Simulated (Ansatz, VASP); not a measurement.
# Fe in VASP and in Ansatz

```
Fe
1.0
    -1.43455    1.43455    1.43455
     1.43455   -1.43455    1.43455
     1.43455    1.43455   -1.43455
Fe
1
Direct
  0.00000 0.00000 0.00000
```

Alike in both runs: task single point; functional r2SCAN; k mesh 12 × 12 × 12; occupations fermi-dirac, width 0.05 eV; collinear spin.

|  | VASP | Ansatz |
| --- | --- | --- |
| version | VASP 6.6.1 | Ansatz 0.2.0 |
| potentials or method | VASP PAW PBE potentials, release 64 (Fe) | plane waves (500 eV) with PAW, scalar-relativistic |
| plane-wave cutoff (eV) | 520 | 500 |
| valence electrons in the cell | 8 | 16 |

VASP gave:

| Item | Value |
| --- | --- |
| pressure (GPa) | 0.5 |
| net moment per atom (μB) | 2.69 |
| size of the moment on the site where the two differ most (μB) | 2.76 |

Question: Estimate Ansatz's values.

Answer: Pressure (GPa): 0.8; net moment per atom (μB): 2.69; size of the moment on the site where the two differ most (μB): 2.84.

Site moments also hang on the region over which each program counts them. The functional is the same, so the differences come from potentials, cutoffs and numerics. The two sets of potentials don't hold the same shells in valence. Ansatz warned: «stability_check_not_made».

Caveats: the PAW data sets were made with another functional, which shifts forces and pressure a little (VASP).
